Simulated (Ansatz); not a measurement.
Zincblende AlN was relaxed with r2SCAN, strained in 3 ways (changes of length per length), its atoms relaxed again with r2SCAN, and run with HSE06 in Ansatz. Calculated for a static, non-magnetic cell.

Uniaxial +1.5 % along [111], other directions held. Input:
```yaml
crystal:
  lattice:
    - [0.0218487642, 2.206725185, 2.206725185]
    - [2.206725185, 0.0218487642, 2.206725185]
    - [2.206725185, 2.206725185, 0.0218487642]
  atoms:
    - { symbol: Al, position: [0.0005962931, 0.0005962931, 0.0005962931] }
    - { symbol: "N", position: [0.2494037069, 0.2494037069, 0.2494037069] }
kpoints:
  mp_grid: { grid: [8, 8, 8] }
  band_path:
    path:
      - [0.0, 0.0, 0.0]
      - [-0.5, -0.5, 0.0]
      - [-0.375, -0.375, 0.25]
      - [-0.375, 0.0, 0.375]
      - [0.0, 0.0, 0.5]
      - [-0.5, -0.25, 0.25]
    npoints: 1
hamiltonian:
  xc: hse06
scf:
  occupations: { method: fixed }
  n_extra_bands: 4
output:
  forces: true
  stress: true
  eigenvalues: true
```

Main results, then levels in eV from the Fermi energy at the points of the path (names of the unstrained zone, bands numbered from 0):
```
Crystal: 2 atoms, lattice volume = 21.173 Å³
Basis set: ecut = 420 eV, 411 PW (Γ)
Symmetry: 6 space group operations
Space group: R3m (ITA 160)
k-points: 65 of 512 (time reversal used)
Free energy (F): -924.651923 eV
Fermi energy:    5.917716 eV
--- Stress (GPa, compression-positive) ---
       -3.665208      -1.910398      -1.910398
       -1.910398      -3.665208      -1.910398
       -1.910398      -1.910398      -3.665208
  P = ⅓ Tr σ = -3.6652 GPa (-36.652 kbar)
```
```tsv
point	band_1	band_2	band_3	band_4	band_5	band_6
Γ	-0.118	0.000	0.000	5.356	13.826	14.221
X	-5.285	-2.022	-1.882	4.493	9.946	15.822
U	-4.600	-3.912	-1.456	6.451	11.546	14.843
K	-4.581	-3.854	-1.576	6.378	11.586	14.836
L	-6.262	-0.614	-0.557	8.652	11.457	12.460
W	-4.090	-3.701	-2.854	7.338	12.914	13.500
```

The HSE06 gap is indirect, 4.49 eV (Γ to X), below the direct gap of 5.36 eV at Γ. The mean pressure at these positions is -3.7 GPa, compression counted positive. (The program warns that its thresholds are loose for a hybrid's stress.)

Biaxial -1.64 % in x and y, z held. These blocks change:
```yaml
crystal:
  lattice:
    - [0.0, 2.1490444475, 2.1848764208]
    - [2.1490444475, 0.0, 2.1848764208]
    - [2.1490444475, 2.1490444475, 0.0]
  atoms:
    - { symbol: Al, position: [0.0, 0.0, 0.0] }
    - { symbol: "N", position: [0.25, 0.25, 0.25] }
```

```
Crystal: 2 atoms, lattice volume = 20.181 Å³
Basis set: ecut = 420 eV, 403 PW (Γ)
Symmetry: 8 space group operations
Space group: I-4m2 (ITA 119)
k-points: 59 of 512 (time reversal used)
Free energy (F): -924.645762 eV
Fermi energy:    6.387552 eV
--- Stress (GPa, compression-positive) ---
        7.530635       0.000000       0.000000
        0.000000       7.530635       0.000000
        0.000000       0.000000       5.097226
  P = ⅓ Tr σ = 6.7195 GPa (67.195 kbar)
```
```tsv
point	band_1	band_2	band_3	band_4	band_5	band_6
Γ	-0.074	0.000	0.000	5.845	14.608	14.608
X	-5.535	-1.889	-1.889	4.617	10.450	16.347
U	-4.787	-3.998	-1.440	6.649	12.109	15.339
K	-4.641	-4.027	-1.587	6.510	11.885	15.631
L	-6.479	-0.628	-0.475	9.173	11.846	12.799
W	-4.159	-3.841	-2.952	7.558	13.255	14.167
```

The HSE06 gap is indirect, 4.53 eV (Γ to X (0, -1/2, -1/2)), below the direct gap of 5.85 eV at Γ. With the atoms held, the mean pressure is +6.7 GPa (compression positive). The stress of a hybrid is loosely converged here.

Isotropic -0.54 % on every length. These blocks change:
```yaml
crystal:
  lattice:
    - [0.0, 2.1730780881, 2.1730780881]
    - [2.1730780881, 0.0, 2.1730780881]
    - [2.1730780881, 2.1730780881, 0.0]
  atoms:
    - { symbol: Al, position: [0.0, 0.0, 0.0] }
    - { symbol: "N", position: [0.25, 0.25, 0.25] }
```

```
Crystal: 2 atoms, lattice volume = 20.524 Å³
Basis set: ecut = 420 eV, 411 PW (Γ)
Symmetry: 24 space group operations
Space group: F-43m (ITA 216)
k-points: 29 of 512 (time reversal used)
Free energy (F): -924.657571 eV
Fermi energy:    6.189110 eV
--- Stress (GPa, compression-positive) ---
        2.867143       0.000000       0.000000
        0.000000       2.867143       0.000000
        0.000000       0.000000       2.867143
  P = ⅓ Tr σ = 2.8671 GPa (28.671 kbar)
```
```tsv
point	band_1	band_2	band_3	band_4	band_5	band_6
Γ	0.000	0.000	0.000	5.706	14.456	14.456
X	-5.343	-1.945	-1.945	4.569	10.191	16.331
U	-4.623	-3.940	-1.500	6.537	11.857	15.322
K	-4.623	-3.940	-1.500	6.537	11.857	15.322
L	-6.378	-0.525	-0.525	9.044	11.744	12.852
W	-4.084	-3.772	-2.884	7.471	13.169	13.871
```

HSE06 gives an indirect gap of 4.57 eV, from Γ to X; the least direct gap is 5.71 eV at Γ. At this geometry HSE06 finds +2.9 GPa, compression counted positive: its own equilibrium volume is larger. (The program warns that its thresholds are loose for a hybrid's stress.)

The meshes of the hybrids are coarse, so their gaps aren't converged to the digits shown.
